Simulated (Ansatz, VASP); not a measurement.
# InP: VASP beside Ansatz

One calculation is typed for both programs; each brings its own data sets. How far apart do they land? The cell is taken from a series of runs on this material, whose earlier steps may have relaxed, scaled, displaced or heated it; both programs get it as it stands.

Calculated with Ansatz 0.2.0; plane waves, with VASP 6.6.1 beside it; relaxation of cell and atoms at r2SCAN.

**1. The structure**

The structure is cubic, space group F-43m (No. 216). Conventional cell: a = 5.908 Å, b = 5.908 Å, c = 5.908 Å, α = 90.00°, β = 90.00°, γ = 90.00°. Nearest to P lie 4 In at 2.56 Å. Nearest to In lie 4 P at 2.56 Å. Farther neighbours are not listed.

**2. Ansatz: relaxation of cell and atoms, r2SCAN**

Ansatz runs on its PAW soft_1 files.

The relaxed volume is the usual yardstick between codes: in a stiff, nearly cubic crystal its relative difference is about their pressure difference at one cell divided by the bulk modulus.

File input.yaml:

```yaml
crystal:
  lattice:
    - [0.0, 2.9538435848, 2.9538435848]
    - [2.9538435848, 0.0, 2.9538435848]
    - [2.9538435848, 2.9538435848, 0.0]
  atoms:
    - { symbol: P, position: [0.0, 0.0, 0.0] }
    - { symbol: In, position: [0.25, 0.25, 0.25] }
kpoints:
  mp_grid: { grid: [8, 8, 8] }
hamiltonian:
  xc: r2scan
  pseudopotentials: { kind: paw, azcp: { folder: soft_1 } }
scf:
  occupations: { method: fixed }
output:
  forces: true
  stress: true
  eigenvalues: true
relax:
  adjacent_minimum: "off"
  f_tol: 0.001
  max_steps: 60
  cell: { stress_tol: 0.01 }
```

Started as:

```
$ ansatz run input.yaml --threads 4 --pin off --max-ram 9216MiB --backend cpu --events-out ev --progress --plain --runs-dir out
```

Numbers of over 12 decimals in the logs are rounded to 6 here.

Output:

```text
Engine: ansatz 0.2.0, x86_64-unknown-linux-gnu
Pseudopotentials: kind: paw
Pseudopotential: P, paw, valence charge 5, recommended cutoff 500 eV (meta_gga), soft_1/P.paw.azcp
Pseudopotential: In, paw, valence charge 13, recommended cutoff 500 eV (meta_gga), soft_1/In.paw.azcp
Functional definition: r2SCAN
  parameter k0 = 0.174
  parameter k1 = 0.065
  parameter a1 = 4.9479
  exchange = r2scan_x(k0 = k0, k1 = k1, a1 = a1)
  correlation = r2scan_c
Crystal: 2 atoms, lattice volume = 51.546 Å³
Basis set: ecut = 500 eV, 1363 PW (Γ), exchange–correlation on 128×128×128 points (64 copies of the dense FFT grid, shifted against one another)
Bands: 13, of which v1, the nominal top of the filled ones, is band 9 counted from 1 (8 counted from 0)
Symmetry: 24 space group operations
Space group: F-43m (ITA 216), of the structure as read, at distance tolerance 3.7e-5 Å
k-points: 29 of 512 (time reversal used)
Non-local potential: P, projectors of the file, l = 0: 2, l = 1: 2, l = 2: 1
Non-local potential: In, projectors of the file, l = 0: 2, l = 1: 2, l = 2: 2, l = 3: 1
PAW form: soft (Blöchl's): semilocal exchange-correlation on the pseudo side does not see the compensation charge
PAW frozen core: P, regenerated for the run's functional (the file was generated under x = pbe(κ = 0.804, μ = 0.219515), c = pbe(β = 0.066725))
PAW frozen core: In, regenerated for the run's functional (the file was generated under x = pbe(κ = 0.804, μ = 0.219515), c = pbe(β = 0.066725))
PAW one-centre angular grid: P, 302 points (default); XC on 160 Gauss nodes
PAW one-centre angular grid: In, 590 points (default); XC on 160 Gauss nodes
Initial density: superposition of atomic densities (chi_scale 0.1, normalization cell, long waves kept (reshape's long-wave potential 0.00 eV rms))
Initial wavefunctions: pseudopotential atomic-orbital guess
Functional: x = r2scan, c = r2scan; τ floored in thin density (d = 2e-4 eV/Å³)
SCF iter   1: F=—  HF=-6371.882780 eV  |F-HF|=—  |Δ(HF+E_count)|=         —  Δρ=3.51e-2  dr2=7.95e-1  dr2_τ=2.23e-2  ethr=3.10e-3  ⟨swp⟩=5.0  Hψ=2051  notcnv=0  defer=49
preconditioner: auto → none  [insulator: Δε(μ)=1.135 eV  Ē_g=15.231 eV  n_scr=14 (ndim 8)  ℏωp=21.9 eV  f_vac=0.000  ε∞_Penn≈3.1]
SCF iter   2: F=—  HF=-6371.784547 eV  |F-HF|=—  |Δ(HF+E_count)|=   9.82e-2  Δρ=1.64e-2  dr2=8.59e-2  dr2_τ=1.95e-3  ethr=3.10e-3  ⟨swp⟩=2.4  Hψ=768  notcnv=0  defer=52
SCF iter   3: F=—  HF=-6371.799316 eV  |F-HF|=—  |Δ(HF+E_count)|=   1.48e-2  Δρ=5.88e-3  dr2=1.35e-2  dr2_τ=5.21e-4  ethr=4.77e-4  ⟨swp⟩=2.8  Hψ=585  notcnv=0  defer=53
SCF iter   4: F=—  HF=-6371.800598 eV  |F-HF|=—  |Δ(HF+E_count)|=   1.28e-3  Δρ=8.60e-4  dr2=3.08e-4  dr2_τ=1.07e-5  ethr=7.53e-5  ⟨swp⟩=3.3  Hψ=713  notcnv=0  defer=53
SCF iter   5: F=—  HF=-6371.800514 eV  |F-HF|=—  |Δ(HF+E_count)|=   8.44e-5  Δρ=1.70e-4  dr2=5.78e-6  dr2_τ=4.04e-7  ethr=1.71e-6  ⟨swp⟩=2.0  Hψ=701  notcnv=0  defer=53
SCF iter   6: F=—  HF=-6371.800515 eV  |F-HF|=—  |Δ(HF+E_count)|=   1.55e-6  Δρ=2.37e-5  dr2=3.72e-7  dr2_τ=4.41e-9  ethr=3.21e-8  ⟨swp⟩=2.9  Hψ=698  notcnv=0  defer=14
SCF iter   7: F=-6371.800515 eV  HF=-6371.800515 eV  |F-HF|=2.32e-9  |Δ(HF+E_count)|=   7.36e-8  Δρ=3.54e-6  dr2=6.96e-9  dr2_τ=9.20e-11  ethr=5.56e-10  ⟨swp⟩=8.2  Hψ=2417  notcnv=0
SCF 1 converged in 7 iterations: F = -6371.800515 eV  dr2 = 6.96e-9
  greatest PAW one-centre occupation: 0.981 electrons in one spin orbital (limit 2), on the In atom at site 1 (counted from 0), in its partial waves of l = 2
relax step   1: F+E_penalty+E_count = -6371.80051536 eV  Δ(F+E_penalty+E_count) = +0.000e0 eV  max|allowed force component| = 1.943e-16 eV/Å  Δτ_max = 0.0000 Å  P = -0.009 GPa  Ω = 51.546 Å³  (7 SCF iters, dr2 threshold 1.00e-7 eV, accepted)
Initial density: handed on by an earlier stage of this run
Initial wavefunctions: pseudopotential atomic-orbital guess (no wavefunctions were taken with the density)
iter 1 solved again at ethr=1.15e-6 eV; its pass at ethr=3.10e-3 eV (dr2=2.08e-4 eV) is discarded
SCF iter   1: F=—  HF=-6371.800511 eV  |F-HF|=—  |Δ(HF+E_count)|=         —  Δρ=3.70e-6  dr2=5.50e-9  dr2_τ=2.70e-10  ethr=1.15e-6  ⟨swp⟩=3.6  Hψ=3200  notcnv=0  defer=53
eigensolver tolerance schedule: the retry pair's looser diagonalisation over-reported the residual by 37758.50 of it (diagonalisation noise at an unbounded share of the residual, at the tolerance the schedule requests for it); recorded, not acted on — ethr = c·dr2/N_el stays at c = 1.0e-1
preconditioner: auto → none  [insulator: Δε(μ)=1.022 eV  Ē_g=15.367 eV  n_scr=14 (ndim 8)  ℏωp=21.9 eV  f_vac=0.016  ε∞_Penn≈3.0]
SCF iter   2: F=—  HF=-6371.800515 eV  |F-HF|=—  |Δ(HF+E_count)|=   3.91e-6  Δρ=2.09e-6  dr2=1.49e-9  dr2_τ=7.88e-11  ethr=3.05e-11  ⟨swp⟩=3.8  Hψ=806  notcnv=0  defer=49
SCF iter   3: F=—  HF=-6371.800515 eV  |F-HF|=—  |Δ(HF+E_count)|=   1.09e-9  Δρ=8.01e-7  dr2=1.73e-10  dr2_τ=1.51e-11  ethr=8.26e-12  ⟨swp⟩=3.0  Hψ=638  notcnv=0  defer=49
SCF iter   4: F=—  HF=-6371.800515 eV  |F-HF|=—  |Δ(HF+E_count)|=  3.14e-10  Δρ=4.15e-7  dr2=6.17e-11  dr2_τ=6.71e-13  ethr=9.63e-13 (applied; sched 1.00e-12)  ⟨swp⟩=2.7  Hψ=611  notcnv=0  defer=49
SCF iter   5: F=—  HF=-6371.800515 eV  |F-HF|=—  |Δ(HF+E_count)|=  3.91e-11  Δρ=9.47e-8  dr2=3.12e-12  dr2_τ=4.86e-14  ethr=3.43e-13 (applied; sched 1.00e-12)  ⟨swp⟩=3.0  Hψ=638  notcnv=0  defer=49
SCF iter   6: F=-6371.800515 eV  HF=-6371.800515 eV  |F-HF|=9.09e-13  |Δ(HF+E_count)|=  6.37e-12  Δρ=1.26e-8  dr2=6.29e-14  dr2_τ=4.59e-16  ethr=1.00e-12  ⟨swp⟩=10.1  Hψ=2479  notcnv=0
SCF 2 converged in 6 iterations: F = -6371.800515 eV  dr2 = 6.29e-14
relax step   2: F+E_penalty+E_count = -6371.80051536 eV  Δ(F+E_penalty+E_count) = -2.098e-9 eV  max|allowed force component| = 2.128e-16 eV/Å  Δτ_max = 0.0000 Å  P = -0.009 GPa  Ω = 51.546 Å³  stress off target by 8.96e-3 GPa  SCF on the basis re-selected at this cell (its energy is not comparable with the rows above)  (6 SCF iters)
basis re-selected at this cell: Δ(F+E_penalty+E_count) = -2.098e-9 eV, ΔP = -0.000 GPa vs the last step (what re-selecting the basis moved, of the pressure what is left beyond the Pulay correction that the steps carried, after the strain that the cell walked since its last selection, with what the two solves' SCF thresholds leave and, on support functions, any second-order correction that the steps lacked; it is no m [...]
SCF converged after 6 iterations
Free energy (F): -6371.800515 eV
Harris-Foulkes:  -6371.800515 eV  (|F-HF|=9.09e-13)
Internal energy: -6371.800515 eV  (E = F + TS)
E sigma→0 (E₀):  -6371.800515 eV
Fermi energy:    6.552495 eV
--- Per-component energies (eV) ---
  E_band       = -65.336555
  E_kinetic    = 286.780754
  E_local      = -1346.513306  (includes V_loc(G=0)·N_el)
  E_nonlocal   = 359.181019
  E_hartree    = 540.806783
  E_xc         = -199.141697
  E_vxc        = -159.174891  (∫ρ·V_xc dr)
  E_paw        = -4802.727405  (= ΣΔE_a)
  E_vpaw       = -296.578339  (= ΣTr[D̂ρ^β])
  E_aug_tail   = -0.000077  (compensation charges beyond the density's cutoff)
  E_vtau       = 9.354724  (kinetic-family band-sum trace: ∫τ·v_τ [+ j·A + Jᵃ·Aᵃ] dr)
  E_ewald      = -1211.061294
  E_core_change = 0.874707  (= ΣΔE_core)
  E_smearing   = -0.000000  (= −TS)
  E_closure    = 0.000000  (closes the sum)
  Σ components = -6371.800515   (vs F -6371.800515, Δ=0.00e0)
--- Forces (eV/Å), atoms counted from 1 ---
  atom   1  P      0.00000000    -0.00000000     0.00000000
  atom   2  In    -0.00000000     0.00000000     0.00000000
  max |Σ_I F_I| component: 9.25e-17 eV/Å
--- Stress (GPa, compression-positive) ---
       -0.008958       0.000000       0.000000
        0.000000      -0.008958       0.000000
       -0.000000       0.000000      -0.008958
  P = ⅓ Tr σ = -0.0090 GPa (-0.090 kbar)
--- Band table (eV; the first three rows and the last of 29) ---
  k-point 0: bands = [... 5 lower, -5.2816, 6.5525, 6.5525, 6.5525, 7.5743, 10.9771, 10.9771, 10.9771]
  k-point 1: bands = [... 5 lower, -5.1006, 5.0545, 6.3685, 6.3685, 8.4851, 11.1256, 11.2566, 11.2566]
  k-point 2: bands = [... 5 lower, -4.5976, 3.1135, 5.9975, 5.9975, 8.6483, 11.6835, 11.6835, 12.2290]
  k-point 28: bands = [... 5 lower, -2.8361, 0.9390, 3.5924, 3.6573, 11.1221, 11.2364, 12.5240, 13.1259]
--- Relaxed structure (1 steps of the walk, 1 accepted, 1 SCFs on fresh bases) ---
  F+E_penalty+E_count = -6371.80051536 eV   max|allowed force component| = 2.128e-16 eV/Å   (the final SCF, on the basis selected at the relaxed cell)
  cell:  # Å, volume = 51.5457 Å³
    - [0.0, 2.9538435848, 2.9538435848]
    - [2.9538435848, 0.0, 2.9538435848]
    - [2.9538435848, 2.9538435848, 0.0]
  atoms:
    - { symbol: P, position: [0.0, 0.0, 0.0] }
    - { symbol: In, position: [0.25, 0.25, 0.25] }
```

(Continued in part 2 of 2.)

[Lines on the potential files, build, host, timing and source positions are cut from VASP's logs without a mark.]

[Logs are printed without paths, hosts, clocks, repeated set-up lines and the standing remarks that a program may print on its own settings, such as how far it seeks lower states.]

[Hosts, paths, dates, database ids (printed as entryN), source tags and the programs' standing remarks are cut or masked in the printed files.]
